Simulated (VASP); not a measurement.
Pd:

```
CELL_PARAMETERS angstrom
-1.57228 1.57228 1.57228
1.57228 -1.57228 1.57228
1.57228 1.57228 -1.57228
ATOMIC_POSITIONS crystal
Pd 0.00000 0.00000 0.00000
```

This isn't the form of Pd at room conditions, which is fcc.

```yaml
Program: VASP 6.6.1
Task: single point
Functional: PBE
Potentials_or_basis: VASP PAW PBE potentials, release 64 (Pd)
Cutoff: 520 eV
k_mesh: 12 × 12 × 12
Occupations: fermi-dirac, width 0.05 eV
Spin: no spin polarisation
```

On this cell: pressure -1.4 GPa; band gap on the k mesh none (metal or under the smearing width).

The same run follows on a disturbed copy (cell strained at random at fixed volume):

```
Pd
1.0
    -1.59918    1.54912    1.62845
     1.60297   -1.50854    1.59166
     1.57790    1.48727   -1.58787
Pd
1
Direct
  0.01291 0.99896 0.98783
```

**Question.** What does the disturbed cell give?

**Answer.** The energy (extrapolated to zero smearing) moves by +0.5 meV/atom; pressure -1.3 GPa; band gap on the k mesh none (metal or under the smearing width).

Stress tensor (GPa, compression positive):
```
-1.04  1.24 -0.42
 1.24 -2.24 -2.42
-0.42 -2.42 -0.65
```
